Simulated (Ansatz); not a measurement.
What settings do to one calculation: an added B started as a split pair with a B atom in zincblende BN, 17 atoms, charge 0

Ansatz (PAW, plane waves), atoms fixed. The base input:

```yaml
crystal:
  lattice:
    - [7.211591, 0.000000, 0.000000]
    - [0.000000, 3.605795, 0.000000]
    - [0.000000, 0.000000, 3.605795]
  atoms:
    - { symbol: B, position: [0.998191, 0.004780, 0.003726] }
    - { symbol: B, position: [0.499070, 0.998206, 0.004171] }
    - { symbol: B, position: [0.250830, 0.495362, 0.998045] }
    - { symbol: B, position: [0.749708, 0.513787, 0.013202] }
    - { symbol: B, position: [0.244039, 0.997572, 0.486322] }
    - { symbol: B, position: [0.757444, 0.982225, 0.530508] }
    - { symbol: B, position: [0.003625, 0.491080, 0.495772] }
    - { symbol: B, position: [0.409912, 0.316915, 0.488262], spin: 0.167 }
    - { symbol: B, position: [0.591738, 0.678866, 0.498917], spin: 0.167 }
    - { symbol: N, position: [0.125722, 0.242565, 0.233447] }
    - { symbol: N, position: [0.618846, 0.250398, 0.261495], spin: 0.167 }
    - { symbol: N, position: [0.383295, 0.751452, 0.250496], spin: 0.167 }
    - { symbol: N, position: [0.871973, 0.756671, 0.267310] }
    - { symbol: N, position: [0.372100, 0.262351, 0.750596], spin: 0.167 }
    - { symbol: N, position: [0.875791, 0.249893, 0.730850] }
    - { symbol: N, position: [0.127211, 0.750986, 0.750499] }
    - { symbol: N, position: [0.616784, 0.741265, 0.742829], spin: 0.167 }
kpoints:
  mp_grid: { grid: [2, 2, 2], shift: [0.5, 0.5, 0.5] }
hamiltonian:
  xc: pbesol
magnetization:
  spin_polarized: true
scf:
  occupations: { method: fermi_dirac, width: 0.01 }
output:
  forces: true
  eigenvalues: true
  stress: true
  populations: true
```

Command:

```sh
ansatz run in.yaml --threads 8 --pin off --max-ram 13300MiB --runs-dir r --events-out ev --progress --plain
```

It converged in 15 iterations and 1.4 s of wall time on 8 threads of a Platinum 8259CL processor, on a host shared with other runs; peak host memory 0.53 GiB; largest force component 78.27 eV/Å, pressure 98.64 GPa. The cutoff was the default, 420 eV. The base isn't a converged reference: it has few k points, and its atoms are unrelaxed, some of them close together, so close that their PAW spheres overlap, which can drive the changes below. Each run below changes the keys shown and caps the iterations.

```csv
run,changed,ending,iterations,free energy less the base (meV per atom),rms change of forces (eV/Å),change of pressure (GPa),"wall time (s, shared host)"
1,max_iter 6,not converged,–,–,–,–,–
2,"mixing algorithm broyden, max_iter 70",converged,17,0.0,0.000,0.00,1.5 CPU
3,"mixing beta 0.6, max_iter 50, k points the single k point (½, ½, ½)",converged,20,481.9,1.956,12.05,0.9 CPU
4,"n_extra_bands 0, xc revpbe, max_iter 80",refused,–,–,–,–,–
5,"mixing beta 1.0, n_extra_bands 1, max_iter 90",converged,13,0.0,0.000,0.00,1.1 CPU
6,"max_iter 70, total_charge 6",converged,18,other zero,2.851,53.00,2 CPU
7,"dr2_threshold 0.01, dispersion rvv10, max_iter 80, total_charge 2",refused,–,–,–,–,–
8,"max_iter 2, xc revpbe",not converged,–,–,–,–,–
9,"max_iter 50, k points a 2×2×2 mesh centred on Γ, total_charge -2",converged,18,other zero,0.903,-10.22,2.3 CPU
10,"dr2_threshold 1e-12, ecutwfc 650 eV, max_iter 60",converged,18,-4.1,0.035,-0.07,2.5 CPU
```

«Other zero»: another functional, charge or dispersion term moves the zero of energy, so the difference says nothing of accuracy.

Which changes leave the result alone, and which of the same physical model moves the forces most?

The forces move by under 0.002 eV/Å in runs 2, 5. Run 3 (mixing beta 0.6, max_iter 50, k points the single k point (½, ½, ½)) moves them most among the runs with the same functional, charge and dispersion term, by 1.956 eV/Å.

Why did some runs give no result?

- run 1: did not converge after 6 iterations: dr2 = 1.27e-2 (threshold 1.00e-7), under the density mixer `msr1`, which `scf.mixing.algorithm: auto` chose by the deck's other keys (type `scf.mixing.algorithm: msr1` to keep it);
- run 4: inconsistent input (scf.n_extra_bands): n_bands = 34 cannot host the net starting moment |Σ_I m_I| = 1.0020 μB: with N_el = 67 the majority spin channel must hold (N_el + |M|)/2 = 34.0010 electrons at no more than one per band — at least 35 bands (34 bands …
- run 7: inconsistent input (hamiltonian.dispersion, hamiltonian.xc): `dispersion: rvv10` has no transferable b for PBE exchange — Sabatini et al. (2013) fitted b=6.3 to rPW86, and the PBE refits of Peng & Perdew (2017) are task-dependent (b=6.6 S22 / b=10.0 layered). …
- run 8: did not converge after 2 iterations: dr2 = 1.66e1 (threshold 1.00e-7), under the density mixer `msr1`, which `scf.mixing.algorithm: auto` chose by the deck's other keys (type `scf.mixing.algorithm: msr1` to keep it);
